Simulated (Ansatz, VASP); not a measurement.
# One calculation of KI, two programs

run.py

```python
from ase.calculators.vasp import Vasp
from ase.dft.bandgap import bandgap
from ase.io import read

atoms = read('KI.cif')
calc = Vasp(
    directory='calc',
    xc='pbe',
    pp='PBE',
    setups='gw',
    prec='Accurate',
    encut=550,
    ediff=1e-06,
    ismear=0,
    sigma=0.1,
    lreal=False,
    lasph=True,
    nelm=80,
    algo='Fast',
    isif=2,
    lwave=False,
    lcharg=False,
    kpts=[7, 7, 7],
    gamma=True,
)
atoms.calc = calc

print('energy (eV):', atoms.get_potential_energy())
print('free energy (eV):', atoms.get_potential_energy(force_consistent=True))
print('forces (eV/A):')
print(atoms.get_forces())
print('stress (eV/A^3, Voigt):', atoms.get_stress())
print('Fermi level (eV):', calc.get_fermi_level())
gap, top, bottom = bandgap(calc)
print('band gap (eV):', gap, 'from (spin, k, band)', top, 'to', bottom)
```

File KI.cif:

```cif
data_KI
_cell_length_a 4.99609832
_cell_length_b 4.99609832
_cell_length_c 4.99609832
_cell_angle_alpha 60.00000000
_cell_angle_beta 60.00000000
_cell_angle_gamma 60.00000000
_space_group_name_H-M_alt 'P1'
_space_group_name_Hall 'P 1'
_space_group_IT_number 1
loop_
_space_group_symop_operation_xyz
'x,y,z'
loop_
_atom_site_label
_atom_site_type_symbol
_atom_site_symmetry_multiplicity
_atom_site_Wyckoff_symbol
_atom_site_fract_x
_atom_site_fract_y
_atom_site_fract_z
_atom_site_occupancy
I1 I 1 a 0.5000000000 0.5000000000 0.5000000000 1
K1 K 1 a 0.0000000000 0.0000000000 0.0000000000 1
```

input.yaml

```yaml
crystal:
  lattice:
    - [0.0, 3.532775, 3.532775]
    - [3.532775, 0.0, 3.532775]
    - [3.532775, 3.532775, 0.0]
  atoms:
    - { symbol: I, position: [0.5, 0.5, 0.5] }
    - { symbol: K, position: [0.0, 0.0, 0.0] }
hamiltonian:
  xc: pbe
  pseudopotentials: { kind: paw }
kpoints:
  mp_grid: { grid: [7, 7, 7] }
scf:
  occupations: { method: gaussian, width: 0.1 }
output:
  forces: true
  stress: true
  eigenvalues: true
```

Alike in both runs: task single point; functional PBE; k mesh 7 × 7 × 7; occupations gaussian, width 0.1 eV; no spin polarisation.

```csv
,VASP,Ansatz
version,VASP 6.6.1,Ansatz 0.2.0
potentials or method,"VASP PAW PBE potentials, release 64 (I_GW, K_sv_GW)",Ansatz PAW
plane-wave cutoff (eV),550,420
valence electrons in the cell,16,26
```

Ansatz gave:

| Property | Result |
| --- | --- |
| gap on the k mesh at the Fermi level (eV) | 3.97 |
| least direct gap on the mesh (eV) | 3.97 |
| pressure (GPa) | 0.6 |

Q: What did VASP give for the same quantities?

A: gap on the k mesh at the Fermi level (eV): 3.96; least direct gap on the mesh (eV): 3.96; pressure (GPa): 0.6.

The functional is the same, so the differences come from potentials, cutoffs and numerics. The two sets of potentials don't hold the same shells in valence.

Caveats: spin-orbit coupling is left out, which moves the levels of the heavy elements; an odd mesh through Γ misses points on the zone boundary, where band edges often lie (VASP); odd divisions of the mesh miss points on the zone boundary, where band edges often lie, so the gap on the mesh can be too wide (Ansatz). As with any semilocal functional, this PBE gap is likely too small.
